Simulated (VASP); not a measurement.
# ZnS (strained zincblende), r²SCAN single-point calculation: VASP's output and Ansatz's

POSCAR

```
Zn S
 1.0000000000000000
     0.0000000000000000    2.5863223992000002    2.5863223992000002
     2.5863223992000002    0.0000000000000000    2.5863223992000002
     2.5863223992000002    2.5863223992000002    0.0000000000000000
 Zn  S
   1   1
Cartesian
  0.0000000000000000  0.0000000000000000  0.0000000000000000
  1.2931611996000003  1.2931611996000003  1.2931611996000003
```

VASP ran with the recommended PBE PAW datasets (18 valence electrons in the cell).

From OUTCAR

```
k-points           NKPTS =     29   k-points in BZ     NKDIM =     29   number of bands    NBANDS=     16

   NELECT =      18.0000    total number of electrons

   dimension x,y,z NGX =    28 NGY =   28 NGZ =   28
   dimension x,y,z NGXF=    56 NGYF=   56 NGZF=   56

  energy-cutoff  :      520.00
  volume of cell :       34.60
      direct lattice vectors                 reciprocal lattice vectors
     0.000000000  2.586322399  2.586322399    -0.193324699  0.193324699  0.193324699
     2.586322399  0.000000000  2.586322399     0.193324699 -0.193324699  0.193324699
     2.586322399  2.586322399  0.000000000     0.193324699  0.193324699 -0.193324699

 k-points in reciprocal lattice and weights: KPOINTS created by Atomic Simulation Env
   0.00000000  0.00000000  0.00000000       0.002
   0.12500000  0.00000000  0.00000000       0.016
   0.25000000  0.00000000  0.00000000       0.016
   0.37500000  0.00000000  0.00000000       0.016
   0.50000000  0.00000000  0.00000000       0.008
   0.12500000  0.12500000  0.00000000       0.012
   0.25000000  0.12500000  0.00000000       0.047
   0.37500000  0.12500000  0.00000000       0.047
   ...

 E-fermi :   3.2134

 k-point     1 :       0.0000    0.0000    0.0000
  band No.  band energies     occupation
      1     -11.5503      2.00000
      2      -3.9658      2.00000
      3      -3.9658      2.00000
      4      -3.9658      2.00000
      5      -3.2371      2.00000
      6      -3.2370      2.00000
      7       3.1697      2.00000
      8       3.1697      2.00000
      9       3.1697      2.00000
     10       6.4795      0.00000
     11       9.9243      0.00000
     12       9.9245      0.00000
     13       9.9245      0.00000
     14      15.5984      0.00000
     15      15.5984      0.00000
     16      16.5315      0.00000

 k-point     2 :       0.1250    0.0000    0.0000
  band No.  band energies     occupation
      1     -11.4017      2.00000
      2      -3.9752      2.00000
      3      -3.9370      2.00000
      4      -3.9370      2.00000
      5      -3.2396      2.00000
      6      -3.2396      2.00000
      7       1.9782      2.00000
      8       2.9795      2.00000
      9       2.9796      2.00000
     10       7.2411      0.00000
     11       9.9494      0.00000
     12      10.2349      0.00000
     13      10.2350      0.00000
     14      14.9351      0.00000
     15      14.9351      0.00000
     16      17.2228      0.00000

 k-point     3 :       0.2500    0.0000    0.0000
  band No.  band energies     occupation
      1     -11.0087      2.00000
      2      -3.9521      2.00000
      3      -3.8733      2.00000
      4      -3.8733      2.00000
      5      -3.2356      2.00000
      6      -3.2355      2.00000
      7      -0.0235      2.00000
      8       2.5704      2.00000
      9       2.5705      2.00000
     10       7.5611      0.00000
     11      10.6466      0.00000
     12      10.6467      0.00000
     13      11.0106      0.00000
     14      14.7534      0.00000
     15      14.7535      0.00000
     16      16.4071      0.00000

 k-point     4 :       0.3750    0.0000    0.0000
  band No.  band energies     occupation
      1     -10.5521      2.00000
      2      -3.8221      2.00000
      3      -3.8220      2.00000
      4      -3.7469      2.00000
      5      -3.2120      2.00000
      6      -3.2119      2.00000
      7      -1.8248      2.00000
      8       2.2084      2.00000
      9       2.2084      2.00000
     10       7.3420      0.00000
     11      10.5566      0.00000
     12      10.5566      0.00000
     13      12.5309      0.00000
     14      16.0947      0.00000
     15      16.0948      0.00000
     16      16.1905      0.00000

 k-point     5 :       0.5000    0.0000    0.0000
  band No.  band energies     occupation
      1     -10.3377      2.00000
      2      -3.8056      2.00000
      3      -3.8055      2.00000
      4      -3.2497      2.00000
      5      -3.1951      2.00000
      6      -3.1950      2.00000
      7      -2.9427      2.00000
      8       2.0677      2.00000
      9       2.0678      2.00000
     10       7.2330      0.00000
     11      10.4331      0.00000
     12      10.4332      0.00000
     13      13.0635      0.00000
     14      16.8065      0.00000
     15      17.5538      0.00000
     16      17.5539      0.00000

 k-point     6 :       0.1250    0.1250    0.0000
  band No.  band energies     occupation
      1     -11.3520      2.00000
      2      -4.0036      2.00000
      3      -3.9137      2.00000
      4      -3.9137      2.00000
      5      -3.2617      2.00000
      6      -3.2209      2.00000
      7       2.1188      2.00000
      8       2.6403      2.00000
      9       2.6403      2.00000
     10       7.6416      0.00000
     11       9.1646      0.00000
     12      10.7105      0.00000
     13      10.7106      0.00000
     14      13.7445      0.00000
     15      15.8160      0.00000
     16      17.9651      0.00000

 ...

  Total        2.7425959      2.7425959      2.7425959      0.0000000      0.0000000      0.0000000
  in kB      126.9972796    126.9972796    126.9972796      0.0000000      0.0000000      0.0000000
  external PRESSURE =     126.9972796 kB  Pullay stress =       0.0000000 kB

 POSITION                                       TOTAL-FORCE (eV/Angst)
 -----------------------------------------------------------------------------------
      0.00000      0.00000      0.00000         0.000000      0.000000      0.000000
      1.29316      1.29316      1.29316        -0.000000     -0.000000     -0.000000
 -----------------------------------------------------------------------------------
    total drift:                                0.000038      0.000038      0.000038

  FREE ENERGIE OF THE ION-ELECTRON SYSTEM (eV)
  ---------------------------------------------------
  free  energy   TOTEN  =       -18.7060845947 eV

  energy  without entropy=      -18.7060845947  energy(sigma->0) =      -18.70608459
```

Each program uses its own PAW datasets. VASP's cell holds 18 valence electrons and Ansatz's 18. Ansatz's stress includes a Pulay correction; VASP's doesn't.

Question: What does Ansatz give for the same cell and level of theory?

Answer: gap between bands v and c 3.29 eV; least direct gap 3.29 eV; pressure 12.6 GPa.

Ansatz printed

```
SCF 1 converged in 6 iterations: F = -4233.290243 eV  dr2 = 4.66e-8
  greatest PAW one-centre occupation: 0.982 electrons in one spin orbital (limit 2), on the Zn atom at site 0 (counted from 0), in its partial waves of l = 2
NSCF: frozen V_eff on 6 k-points
SCF converged after 6 iterations
Free energy (F): -4233.290243 eV
Harris-Foulkes:  -4233.290243 eV  (|F-HF|=1.02e-8)
Internal energy: -4233.290243 eV  (E = F + TS)
E sigma→0 (E₀):  -4233.290243 eV
Fermi energy:    7.362967 eV
--- Per-component energies (eV) ---
  E_band       = 21.278746
  E_kinetic    = 241.245479
  E_local      = -1959.497165  (includes V_loc(G=0)·N_el)
  E_nonlocal   = 645.449359
  E_hartree    = 825.320180
  E_xc         = -217.901807
  E_vxc        = -151.186321  (∫ρ·V_xc dr)
  E_paw        = -2458.175055  (= ΣΔE_a)
  E_vpaw       = -412.841989  (= ΣTr[D̂ρ^β])
  E_aug_tail   = -0.000067  (compensation charges beyond the density's cutoff)
  E_vtau       = 7.468324  (kinetic-family band-sum trace: ∫τ·v_τ [+ j·A + Jᵃ·Aᵃ] dr)
  E_ewald      = -1309.438782
  E_core_change = -0.292385  (= ΣΔE_core)
  E_smearing   = -0.000000  (= −TS)
  E_closure    = -0.000000  (closes the sum)
  Σ components = -4233.290243   (vs F -4233.290243, Δ=0.00e0)
--- Forces (eV/Å), atoms counted from 1 ---
  atom   1  Zn     0.00000000     0.00000000     0.00000000
  atom   2  S     -0.00000000     0.00000000     0.00000000
  max |Σ_I F_I| component: 3.93e-17 eV/Å
--- Stress (GPa, compression-positive) ---
       12.637563      -0.000000      -0.000000
       -0.000000      12.637563       0.000000
       -0.000000       0.000000      12.637563
  P = ⅓ Tr σ = 12.6376 GPa (126.376 kbar)
--- Band table (eV; the first three rows and the last of 29) ---
  k-point 0: bands = ["-7.3619", "0.2321", "0.2321", "0.2321", "0.9530", "0.9530", "7.3630", "7.3630", "7.3630", "10.6493", "14.0755", "14.0755", "14.0755"]
  k-point 1: bands = ["-7.2129", "0.2226", "0.2608", "0.2608", "0.9505", "0.9505", "6.1711", "7.1725", "7.1725", "11.4110", "14.1021", "14.3838", "14.3838"]
  k-point 2: bands = ["-6.8189", "0.2449", "0.3241", "0.3241", "0.9549", "0.9549", "4.1694", "6.7625", "6.7625", "11.7328", "14.7944", "14.7944", "15.1617"]
  k-point 28: bands = ["-5.7224", "0.3615", "0.6399", "0.8126", "0.8971", "1.5067", "2.0306", "3.8319", "4.0292", "13.3440", "14.4976", "15.9392", "16.0441"]
```
